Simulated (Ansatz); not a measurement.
## Phases of Cs at 0.31 GPa

Structure types of Cs are relaxed in primitive cells with their symmetry kept at 0.31 GPa, first on PAW files, then by LAPW. The enthalpy is E + pV at zero temperature, without zero-point motion. Only the types listed were tried, and differences under about 5 meV/atom are mesh noise. The real phase may be another.

Level of theory: DFT with PBE, scalar-relativistic, in Ansatz 0.2.0; Fermi–Dirac smearing of 0.05 eV, no spin polarisation. LAPW: all electrons, basis error target 0.5 meV/atom; PAW: frozen-core files, cutoff 420 eV.

k meshes: fcc 9×9×9, bcc 9×9×9, hcp 9×9×5, beta tin 9×9×9, sc 8×8×8, simple hexagonal 9×9×8.

Spin–orbit coupling is left out, which matters for the heavy atoms.

| start type | ends as | a, b, c (Å) | V (Å³/atom) | H − H(lowest), LAPW (meV/atom) |
| --- | --- | --- | --- | --- |
| fcc | fcc, Fm-3m | 7.433, 7.433, 7.433 | 102.68 | 0.1 |
| bcc | bcc, Im-3m | 5.900, 5.900, 5.900 | 102.68 | 0.6 |
| hcp | hcp, P6_3/mmc | 5.253, 5.253, 8.638 | 103.21 | 0.0 |
| beta tin | beta tin, I4_1/amd | 9.215, 9.215, 5.027 | 106.72 | ? |
| sc | sc, Pm-3m | 4.795, 4.795, 4.795 | 110.24 | 110.7 |
| simple hexagonal | simple hexagonal, P6/mmm | 5.084, 5.084, 4.759 | 106.51 | ? |

Problem. What belongs in the row "simple hexagonal", column "H − H(lowest), LAPW (meV/atom)"?

Solution. 60.9.

Problem. Give the missing entry: row "beta tin", column "H − H(lowest), LAPW (meV/atom)".

Solution. 67.6.
